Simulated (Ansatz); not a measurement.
# Ga3As: the cost of one run

Method: DFT PBE, scalar-relativistic, plane waves, PAW, in Ansatz 0.2.0.

1 further run of the same task is left out (it didn't finish).

### 1 The starting structure

It takes space group P6_3/mmc (No. 194, hexagonal). The conventional cell has a = 6.147 Å, b = 6.147 Å, c = 4.934 Å, α = 90.00°, β = 90.00°, γ = 120.00°. Around Ga (site symmetry mm2) lie 4 As at 3.04 to 3.07 Å and 8 Ga at 3.04 to 3.08 Å. As (site symmetry -6m2) has 12 Ga at 3.04 to 3.07 Å as nearest neighbours.

As a file:

```cif
data_structure
_symmetry_space_group_name_H-M 'P 1'
_symmetry_Int_Tables_number 1
_cell_length_a 6.1465
_cell_length_b 6.1465
_cell_length_c 4.9335
_cell_angle_alpha 90.000
_cell_angle_beta 90.000
_cell_angle_gamma 120.000
_cell_volume 161.42
loop_
_atom_site_label
_atom_site_type_symbol
_atom_site_fract_x
_atom_site_fract_y
_atom_site_fract_z
_atom_site_occupancy
Ga1 Ga 0.83300 0.66600 0.25000 1
Ga2 Ga 0.16700 0.83300 0.75000 1
Ga3 Ga 0.33400 0.16700 0.25000 1
Ga4 Ga 0.16700 0.33400 0.75000 1
Ga5 Ga 0.83300 0.16700 0.25000 1
Ga6 Ga 0.66600 0.83300 0.75000 1
As1 As 0.33333 0.66667 0.25000 1
As2 As 0.66667 0.33333 0.75000 1
```

This is candidate A: Ni3Sn (D0_19) type (P6_3/mmc, No. 194).

(A quick probe on a coarse mesh, which set the mesh and smearing, is not shown.)

### 3 The relaxation (candidate A)

File input.yaml:

```yaml
crystal:
  lattice:
    - [6.1465418087, 0.0, 0.0]
    - [-3.0732709044, 5.3230613518, 0.0]
    - [0.0, 0.0, 4.9335481657]
  atoms:
    - { symbol: Ga, position: [0.833, 0.666, 0.25] }
    - { symbol: Ga, position: [0.167, 0.833, 0.75] }
    - { symbol: Ga, position: [0.334, 0.167, 0.25] }
    - { symbol: Ga, position: [0.167, 0.334, 0.75] }
    - { symbol: Ga, position: [0.833, 0.167, 0.25] }
    - { symbol: Ga, position: [0.666, 0.833, 0.75] }
    - { symbol: As, position: [0.3333333333, 0.6666666667, 0.25] }
    - { symbol: As, position: [0.6666666667, 0.3333333333, 0.75] }
basis:
  ecutwfc: 420
kpoints:
  mp_grid: { grid: [6, 6, 8] }
hamiltonian:
  xc: pbe
scf:
  occupations: { method: gaussian, width: 0.1 }
output:
  forces: true
  stress: true
  eigenvalues: true
relax:
  adjacent_minimum: "off"
  f_tol: 0.01
  max_steps: 80
  cell: { stress_tol: 0.05 }
```

Run with:

```bash
ansatz run input.yaml --threads 1 --pin off --max-ram 2560MiB --backend cpu --events-out ev --progress --plain --runs-dir out
```

**Question.** How long does this run take on 1 thread of Intel Xeon 6975P-C (Granite Rapids), shared host, and how much memory does it need?

About 93 s, with a peak of 0.64 GiB.
